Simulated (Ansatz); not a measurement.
Wanted: the native input for an Ansatz 0.2.0 run.

| Quantity | Value |
| --- | --- |
| Task | relaxation of the atoms |
| Functional | PBE |
| Potentials or basis | Ansatz PAW |
| Cutoff | 420 eV (not typed: the program's choice for these potentials) |
| k mesh | 4 × 4 × 4 |
| Occupations | fermi-dirac, width 0.05 eV |
| Spin | no spin polarisation |

Crystal: SnO2.

```
Sn O
1.0
     5.17526    0.00000    0.00000
     0.00000    5.17526    0.00000
     0.00000    0.00000    5.17526
Sn O
4 8
Direct
  0.00000 0.00000 0.00000
  0.50000 0.00000 0.50000
  0.50000 0.50000 0.00000
  0.00000 0.50000 0.50000
  0.66110 0.83890 0.16110
  0.83890 0.16110 0.66110
  0.16110 0.66110 0.83890
  0.33890 0.33890 0.33890
  0.66110 0.66110 0.66110
  0.83890 0.33890 0.16110
  0.16110 0.83890 0.33890
  0.33890 0.16110 0.83890
```

Measurements of this composition are mostly on another form, of space group No. 136.

The input as run:

input.yaml

```yaml
crystal:
  lattice:
    - [5.175256, 0.0, 0.0]
    - [0.0, 5.175256, 0.0]
    - [0.0, 0.0, 5.175256]
  atoms:
    - { symbol: Sn, position: [0.0, 0.0, 0.0] }
    - { symbol: Sn, position: [0.5, 0.0, 0.5] }
    - { symbol: Sn, position: [0.5, 0.5, 0.0] }
    - { symbol: Sn, position: [0.0, 0.5, 0.5] }
    - { symbol: O, position: [0.661098, 0.838902, 0.161098] }
    - { symbol: O, position: [0.838902, 0.161098, 0.661098] }
    - { symbol: O, position: [0.161098, 0.661098, 0.838902] }
    - { symbol: O, position: [0.338902, 0.338902, 0.338902] }
    - { symbol: O, position: [0.661098, 0.661098, 0.661098] }
    - { symbol: O, position: [0.838902, 0.338902, 0.161098] }
    - { symbol: O, position: [0.161098, 0.838902, 0.338902] }
    - { symbol: O, position: [0.338902, 0.161098, 0.838902] }
hamiltonian:
  xc: pbe
  pseudopotentials: { kind: paw }
kpoints:
  mp_grid: { grid: [4, 4, 4] }
scf:
  occupations: { method: fermi_dirac, width: 0.05 }
output:
  forces: true
  stress: true
  eigenvalues: true
relax:
  f_tol: 0.01
  max_steps: 40
```

Potentials or basis: Ansatz PAW.

Run with:

```sh
$ ansatz run input.yaml --threads 4 --pin off --max-ram 11264MiB --backend cpu --events-out ev --progress --plain --runs-dir out
```

Results of the run:

The energy gained by relaxing is 0.0 meV/atom, the ionic steps are 2 and the pressure after relaxing is -0.6 GPa. The largest force after relaxing is 0.004 eV/Å and the band gap on the k mesh is 0.57 eV, indirect (least direct gap 0.63 eV).

Caveat: the pressure holds a Pulay correction of +0.9 GPa for the finite cutoff; spin-orbit coupling is left out, which moves the levels of the heavy elements; the thresholds are loose for stress.

Run time: 4 s on 4 threads of Arm Neoverse V1, with other jobs on the host, peak memory 0.54 GiB.
